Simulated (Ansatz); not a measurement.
The cell is SnS₂ in the CdI2-type structure; cell and atoms were relaxed with r2SCAN+rVV10. The symmetry is P-3m1 (No. 164, trigonal); conventional cell a = 3.661 Å, c = 5.962 Å, 23.06 Å³ an atom. Sn is surrounded by 6 S at 2.57 Å; S is surrounded by 3 Sn at 2.57 Å.

```yaml
crystal:
  lattice:
    - [3.66075, 0.00000, 0.00000]
    - [-1.83038, 3.17031, 0.00000]
    - [0.00000, 0.00000, 5.96178]
  atoms:
    - { symbol: Sn, position: [0.00000, 0.00000, 0.00000] }
    - { symbol: S, position: [0.33333, 0.66667, 0.24559] }
    - { symbol: S, position: [0.66667, 0.33333, 0.75441] }
```

3 runs of Ansatz 0.2.0 on this cell differ in the functional (and in the settings that go with it). Levels are in eV from each run's valence top; v1 is the last filled band, c1 the first empty one.

Run A, mean stress +0.9 GPa (compression positive):

| point | v5 | v3 | v1 | c1 | c2 | c3 |
| --- | --- | --- | --- | --- | --- | --- |
| Γ | -0.66 | -0.36 | 0.00 | 2.40 | 4.16 | 5.86 |
| M | -4.43 | -2.60 | -0.30 | 2.00 | 5.02 | 6.49 |
| K | -3.60 | -3.26 | -1.30 | 2.46 | 7.56 | 7.56 |
| A | -1.82 | -0.74 | -0.24 | 3.45 | 4.24 | 5.63 |
| L | -4.83 | -1.80 | -0.60 | 1.83 | 5.21 | 6.10 |
| H | -4.06 | -3.58 | -0.35 | 3.40 | 5.99 | 5.99 |

Run B, mean stress -0.1 GPa (compression positive):

| point | v5 | v3 | v1 | c1 | c2 | c3 |
| --- | --- | --- | --- | --- | --- | --- |
| Γ | -0.64 | -0.30 | -0.02 | 2.90 | 4.62 | 6.55 |
| M | -4.68 | -2.69 | -0.24 | 2.56 | 5.54 | 7.05 |
| K | -3.81 | -3.41 | -1.36 | 3.09 | 8.23 | 8.23 |
| A | -1.93 | -0.72 | -0.17 | 4.03 | 4.70 | 6.30 |
| L | -5.11 | -1.93 | -0.56 | 2.39 | 5.75 | 6.73 |
| H | -4.30 | -3.75 | -0.35 | 4.10 | 6.56 | 6.56 |

Run C, mean stress -0.3 GPa (compression positive):

| point | v5 | v3 | v1 | c1 | c2 | c3 |
| --- | --- | --- | --- | --- | --- | --- |
| Γ | -0.64 | -0.29 | -0.02 | 3.57 | 5.33 | 7.28 |
| M | -4.73 | -2.71 | -0.24 | 3.27 | 6.25 | 7.78 |
| K | -3.85 | -3.44 | -1.38 | 3.80 | 8.98 | 8.98 |
| A | -1.98 | -0.73 | -0.16 | 4.74 | 5.40 | 7.03 |
| L | -5.16 | -1.94 | -0.57 | 3.09 | 6.47 | 7.45 |
| H | -4.36 | -3.79 | -0.36 | 4.84 | 7.29 | 7.29 |

Q: Match the runs to r2SCAN, HSE06, PBE0.

A: A is r2SCAN, B is HSE06, C is PBE0. In order of the gap: r2SCAN 1.75, HSE06 2.32, PBE0 3.01 eV.

Calculated for a static, non-magnetic cell.

No spin-orbit coupling is included; it can move band edges with weight on the heavy atoms by tenths of an eV.

The stress of a hybrid is loosely converged in these runs.

The meshes of the hybrids are coarse, so their gaps aren't converged to the digits shown.
